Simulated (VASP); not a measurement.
# TiTe (P6_3/mmc) in VASP: a series of runs

Runs on TiTe. Level: PBEsol. Tasks: single point.

All numbers are computed with VASP 6.6.1; they aren't measurements. Logs are shortened: lines on timing, memory, paths and dates and some standing lists are left out, and cuts for length are marked.

## 1. The structure

It takes space group P6_3/mmc (No. 194, hexagonal). The conventional cell has a = 3.842 Å, b = 3.842 Å, c = 6.403 Å, α = 90.00°, β = 90.00°, γ = 120.00°. Te (site symmetry -6m2) is surrounded by 6 Ti at 2.74 Å. Ti (site symmetry -3m) has 6 Te at 2.74 Å as nearest neighbours.

## 2. Single point, PBEsol

INCAR

```
  PREC = Accurate
  ENCUT = 550
  EDIFF = 1E-6
  ISMEAR = 0
  SIGMA = 0.05
  LREAL = F
  LASPH = T
  NELM = 100
  ALGO = Normal
  ISIF = 2
  LWAVE = F
  LCHARG = F
  GGA = PS
  ADDGRID = F
```

KPOINTS

```
Automatic mesh
0
Gamma
  3 3 2
```

POSCAR

```
TiTe
1.0
    3.8420000000      0.0000000000      0.0000000000
   -1.9210000000      3.3272696013      0.0000000000
    0.0000000000      0.0000000000      6.4030000000
Te Ti
2 2
Direct
    0.6666666667      0.3333333333      0.7500000000
    0.3333333333      0.6666666667      0.2500000000
    0.0000000000      0.0000000000      0.5000000000
    0.0000000000      0.0000000000      0.0000000000
```

Potentials or basis: VASP PAW PBE potentials, release 64 (Te, Ti_sv).

Command:

```sh
cat potpaw_PBE.64/Te/POTCAR potpaw_PBE.64/Ti_sv/POTCAR > POTCAR
mpirun -np 1 vasp_std > vasp.out
```

OUTCAR:

```text
PREC = Accurate
   ENCUT = 550
   EDIFF = 1E-6
   ISMEAR = 0
   LREAL = F
   LASPH = T
   NELM = 100
   ISIF = 2
   GGA = PS

 Found      6 irreducible k-points:

 Following reciprocal coordinates:
            Coordinates               Weight
  0.000000  0.000000  0.000000      1.000000
  0.333333 -0.000000  0.000000      6.000000
  0.333333  0.333333  0.000000      2.000000
  0.000000  0.000000  0.500000      1.000000
  0.333333 -0.000000  0.500000      6.000000
  0.333333  0.333333  0.500000      2.000000
   k-points           NKPTS =      6   k-points in BZ     NKDIM =      6   number of bands    NBANDS=     22
   number of dos      NEDOS =    301   number of ions     NIONS =      4
   total plane-waves  NPLWV =  45000
   dimension x,y,z NGX =    30 NGY =   30 NGZ =   50
   dimension x,y,z NGXF=    60 NGYF=   60 NGZF=  100
   ions per type =               2   2
   NGX,Y,Z   is equivalent  to a cutoff of  12.98, 12.98, 12.98 a.u.
   NGXF,Y,Z  is equivalent  to a cutoff of  25.96, 25.96, 25.96 a.u.
 SYSTEM =  unknown system
   PREC   = accura    normal or accurate (medium, high low for compatibility)
   ISTART =      0    job   : 0-new  1-cont  2-samecut
   ICHARG =      2    charge: 1-file 2-atom 10-const
   ISPIN  =      1    spin polarized calculation?
   LNONCOLLINEAR =      F non collinear calculations
   LSORBIT =      F    spin-orbit coupling
   LASPH  =      T    aspherical Exc in radial PAW
   ENCUT  =  550.0 eV  40.42 Ry    6.36 a.u.   7.35  7.35 12.24*2*pi/ulx,y,z
   NELM   =    100;   NELMIN=  2; NELMDL= -5     # of ELM steps
   EDIFF  = 0.1E-05   stopping-criterion for ELM
   LREAL  =      F    real-space projection
   EDIFFG = 0.1E-04   stopping-criterion for IOM
   NSW    =      0    number of steps for IOM
   IBRION =     -1    ionic relax: 0-MD 1-quasi-New 2-CG
   NFREE  =      0    steps in history (QN), initial steepest desc. (CG)
   ISIF   =      2    stress and relaxation
   ISYM   =      2    0-nonsym 1-usesym 2-fastsym
   POTIM  = 0.5000    time-step for ionic-motion
   TEBEG  =    0.0;   TEEND  =   0.0 temperature during run
   PSTRESS=    0.0 pullay stress
   NELECT =      36.0000    total number of electrons
   NUPDOWN=      -1.0000    fix difference up-down
   EMIN   =  10.00;   EMAX   =-10.00  energy-range for DOS
   EFERMI =   0.00;   METHOD = LEGACY
   ISMEAR =     0;   SIGMA  =   0.05  broadening in eV -4-tet -1-fermi 0-gaus
   EFERMI_NEDOS =   21; number of points for ismear=-14 and -15
   IALGO  =     38    algorithm
   IMIX   =      4    mixing-type and parameters
     AMIX     =   0.40;   BMIX     =  1.00
     AMIX_MAG =   1.60;   BMIX_MAG =  1.00
  volume/ion in A,a.u.               =      20.46       138.09
  Fermi-wavevector in a.u.,A,eV,Ry     =   1.244991  2.352691 21.089049  1.550001
  Thomas-Fermi vector in A             =   2.379233
   LORBIT       =      0    0 simple, 1 ext, 2 COOP (PROOUT), +10 PAW based schemes
   GGA     = PS    functional components
   LHFCALC =     F    Hartree Fock is set to
   AEXX    =    0.0000 exact exchange contribution
   IVDW    =     0    specifies the selected vdW correction
   LEPSILON=     F    determine dielectric tensor
   LRPA    =     F    only Hartree local field effects (RPA)
 non-spin polarized calculation
 Gauss-broadening in eV      SIGMA  =   0.05
  energy-cutoff  :      550.00
  volume of cell :       81.85
 maximum number of plane-waves:      2424
 NGX is ok and might be reduce to    30
   NGX = 15   NGY = 15   NGZ = 25

 number of electron      35.9999995 magnetization

 Free energy of the ion-electron system (eV)
  ---------------------------------------------------
  ext. energy  EPLUGINS =         0.00000000
  ---------------------------------------------------
  free energy    TOTEN  =       -26.12053223 eV

  energy without entropy =      -26.11112882  energy(sigma->0) =      -26.11583052

 E-fermi :  10.1958     XC(G=0): -11.1594

 val. band max:        9.9996436977   @ k =   0.0000   0.0000   0.5000
 cond. band min:      10.1957810527   @ k =   0.3333  -0.0000   0.0000
 fundamental gap:      0.1961373550
 Fermi energy:        10.1957808674

 k-point     1 :       0.0000    0.0000    0.0000
  band No.  band energies     occupation
      1     -47.0561      2.00000
      2     -47.0417      2.00000
      3     -23.5111      2.00000
      4     -23.5111      2.00000
      5     -23.4930      2.00000
      6     -23.4930      2.00000
[... 14 lines left out ...]
     21       9.6107      2.00000
     22      10.9918      0.00000

 k-point     2 :       0.3333   -0.0000    0.0000
  band No.  band energies     occupation
      1     -47.0538      2.00000
      2     -47.0397      2.00000
      3     -23.5471      2.00000
      4     -23.5218      2.00000
      5     -23.5197      2.00000
      6     -23.4987      2.00000
[... 14 lines left out ...]
     21      10.8196      0.00000
     22      11.0114      0.00000

 k-point     3 :       0.3333    0.3333    0.0000
  band No.  band energies     occupation
      1     -47.0527      2.00000
      2     -47.0386      2.00000
      3     -23.5445      2.00000
      4     -23.5445      2.00000
      5     -23.5188      2.00000
      6     -23.5188      2.00000
[... 14 lines left out ...]
     21      10.4669      0.00000
     22      10.9157      0.00000

 k-point     4 :       0.0000    0.0000    0.5000
  band No.  band energies     occupation
      1     -47.0489      2.00000
      2     -47.0489      2.00000
      3     -23.5021      2.00000
      4     -23.5021      2.00000
      5     -23.5021      2.00000
      6     -23.5021      2.00000
[... 14 lines left out ...]
     21      10.3577      0.00000
     22      10.3577      0.00000

 k-point     5 :       0.3333   -0.0000    0.5000
  band No.  band energies     occupation
      1     -47.0468      2.00000
      2     -47.0468      2.00000
      3     -23.5344      2.00000
      4     -23.5344      2.00000
      5     -23.5092      2.00000
      6     -23.5092      2.00000
[... 14 lines left out ...]
     21      11.1287      0.00000
     22      11.1287      0.00000

 k-point     6 :       0.3333    0.3333    0.5000
  band No.  band energies     occupation
      1     -47.0457      2.00000
      2     -47.0457      2.00000
      3     -23.5320      2.00000
      4     -23.5320      2.00000
      5     -23.5313      2.00000
      6     -23.5313      2.00000
[... 14 lines left out ...]
     21      11.2845      0.00000
     22      11.3004      0.00000

------------------------ aborting loop because EDIFF is reached ----------------------------------------

  FORCE on cell =-STRESS in cart. coord.  units (eV):
  Direction    XX          YY          ZZ          XY          YZ          ZX
  --------------------------------------------------------------------------------------
  -------------------------------------------------------------------------------------
  Total        1.3028334      1.3028334      3.4858137      0.0000000      0.0000000      0.0000000
  in kB       25.5017868     25.5017868     68.2316550      0.0000000      0.0000000      0.0000000
  external PRESSURE =      39.7450762 kB  Pullay stress =       0.0000000 kB

 VOLUME and BASIS-vectors are now :
 -----------------------------------------------------------------------------
  energy-cutoff  :      550.00
  volume of cell :       81.85
      direct lattice vectors                 reciprocal lattice vectors
     3.842000000  0.000000000  0.000000000     0.260281104  0.150273365  0.000000000
    -1.921000000  3.327269601  0.000000000     0.000000000  0.300546730  0.000000000
     0.000000000  0.000000000  6.403000000     0.000000000  0.000000000  0.156176792

 POSITION                                       TOTAL-FORCE (eV/Angst)
 -----------------------------------------------------------------------------------
      1.92100      1.10909      4.80225        -0.000000      0.000000      0.000000
     -0.00000      2.21818      1.60075         0.000000      0.000000      0.000000
      0.00000      0.00000      3.20150        -0.000000      0.000000      0.000000
      0.00000      0.00000      0.00000        -0.000000      0.000000      0.000000
 -----------------------------------------------------------------------------------
    total drift:                                0.000000     -0.000000      0.000000

  FREE ENERGIE OF THE ION-ELECTRON SYSTEM (eV)
  ---------------------------------------------------
  free  energy   TOTEN  =       -26.1205322251 eV

  energy  without entropy=      -26.1111288238  energy(sigma->0) =      -26.11583052
```

It took 11 s on 1 thread of AMD EPYC 9R14 (Zen 4), shared host; peak memory 0.17 GiB.

The run converged, but some of its settings lie outside the range that counts as converged, so its numbers aren't taken as properties of the crystal.

Results:

- Free energy: -26.1205 eV
- Pressure: 4.0 GPa
- Band gap on the k mesh: none (metal or under the smearing width)

Caveat: the k mesh is coarse (spacing up to 0.63 Å⁻¹), so the values aren't converged; the PAW data sets were made with another functional, which shifts forces and pressure a little.

## 3. Single point, PBEsol

Changes to INCAR since step 2:

```diff
@@ -1,3 +1,3 @@
   PREC = Accurate
-  ENCUT = 550
+  ENCUT = 400
   EDIFF = 1E-6
```

KPOINTS

```
Automatic mesh
0
Gamma
  4 4 2
```

POSCAR is that of step 2.

Potentials or basis: VASP PAW PBE potentials, release 64 (Te, Ti_sv).

Command:

```sh
cat potpaw_PBE.64/Te/POTCAR potpaw_PBE.64/Ti_sv/POTCAR > POTCAR
mpirun -np 1 vasp_std > vasp.out
```

Run time: 9.6 s. Hardware: 1 thread of AMD EPYC 9R14 (Zen 4), shared host; peak memory 0.14 GiB.

The run converged, but some of its settings lie outside the range that counts as converged, so its numbers aren't taken as properties of the crystal.

Results:

* Free energy: -26.1979 eV
* Pressure: 3.5 GPa
* Band gap on the k mesh: none (metal or under the smearing width)

Caveat: the k mesh is coarse (spacing up to 0.49 Å⁻¹), so the values aren't converged; the PAW data sets were made with another functional, which shifts forces and pressure a little.

## 4. Single point, PBEsol

Changes to INCAR since step 3:

```diff
@@ -1,3 +1,3 @@
   PREC = Accurate
-  ENCUT = 400
+  ENCUT = 450
   EDIFF = 1E-6
```

KPOINTS is that of step 3.

POSCAR is that of step 3.

Potentials or basis: VASP PAW PBE potentials, release 64 (Te, Ti_sv).

Command:

```sh
cat potpaw_PBE.64/Te/POTCAR potpaw_PBE.64/Ti_sv/POTCAR > POTCAR
mpirun -np 1 vasp_std > vasp.out
```

OUTCAR:

```text
PREC = Accurate
   ENCUT = 450
   EDIFF = 1E-6
   ISMEAR = 0
   LREAL = F
   LASPH = T
   NELM = 100
   ISIF = 2
   GGA = PS

 Found      8 irreducible k-points:

 Following reciprocal coordinates:
            Coordinates               Weight
  0.000000  0.000000  0.000000      1.000000
  0.250000 -0.000000  0.000000      6.000000
  0.500000 -0.000000  0.000000      3.000000
  0.250000  0.250000  0.000000      6.000000
  0.000000  0.000000  0.500000      1.000000
[... 229 lines left out ...]

  FORCE on cell =-STRESS in cart. coord.  units (eV):
  Direction    XX          YY          ZZ          XY          YZ          ZX
  --------------------------------------------------------------------------------------
  -------------------------------------------------------------------------------------
  Total        1.2456725      1.2456725      3.0480004      0.0000000      0.0000000     -0.0000000
  in kB       24.3829134     24.3829134     59.6618540      0.0000000      0.0000000     -0.0000000
  external PRESSURE =      36.1425602 kB  Pullay stress =       0.0000000 kB

 VOLUME and BASIS-vectors are now :
 -----------------------------------------------------------------------------
  energy-cutoff  :      450.00
  volume of cell :       81.85
      direct lattice vectors                 reciprocal lattice vectors
     3.842000000  0.000000000  0.000000000     0.260281104  0.150273365  0.000000000
    -1.921000000  3.327269601  0.000000000     0.000000000  0.300546730  0.000000000
     0.000000000  0.000000000  6.403000000     0.000000000  0.000000000  0.156176792

 POSITION                                       TOTAL-FORCE (eV/Angst)
 -----------------------------------------------------------------------------------
      1.92100      1.10909      4.80225         0.000000      0.000000      0.000000
     -0.00000      2.21818      1.60075        -0.000000     -0.000000      0.000000
      0.00000      0.00000      3.20150        -0.000000      0.000000      0.000000
      0.00000      0.00000      0.00000        -0.000000      0.000000      0.000000
 -----------------------------------------------------------------------------------
    total drift:                                0.000000     -0.000000      0.000000

  FREE ENERGIE OF THE ION-ELECTRON SYSTEM (eV)
  ---------------------------------------------------
  free  energy   TOTEN  =       -26.1994409831 eV

  energy  without entropy=      -26.1919340846  energy(sigma->0) =      -26.19568753
```

stdout:

```text
POSCAR found type information on POSCAR TeTi
 POSCAR found :  2 types and       4 ions
 scaLAPACK will be used
 -----------------------------------------------------------------------------
|                                                                             |
|                                                                             |
|     You enforced a specific xc type in the INCAR file but a different       |
|     I HOPE YOU KNOW WHAT YOU ARE DOING!                                     |
|                                                                             |
 -----------------------------------------------------------------------------

 LDA part: xc-table for (Slater+PW92), standard interpolation
 POSCAR, INCAR and KPOINTS ok, starting setup
 FFT: planning ... GRIDC
 FFT: planning ... GRID_SOFT
 FFT: planning ... GRID
 WAVECAR not read
 entering main loop
```

It took 10 s on 1 thread of AMD EPYC 9R14 (Zen 4), shared host; peak memory 0.15 GiB.

The run converged, but some of its settings lie outside the range that counts as converged, so its numbers aren't taken as properties of the crystal.

What came out:

```yaml
Free_energy: -26.1994 eV
Pressure: 3.6 GPa
Band_gap_on_the_k_mesh: none (metal or under the smearing width)
```

Caveat: the k mesh is coarse (spacing up to 0.49 Å⁻¹), so the values aren't converged; the PAW data sets were made with another functional, which shifts forces and pressure a little.

## 5. For comparison

An earlier run on the cell as given: functional PBEsol; potentials or basis VASP PAW PBE potentials, release 64 (Te, Ti_sv); cutoff 520 eV; k mesh 8 × 8 × 4; occupations fermi-dirac, width 0.05 eV; no spin polarisation.

* Pressure: 3.5 GPa
* Band gap on the k mesh: none (metal or under the smearing width)
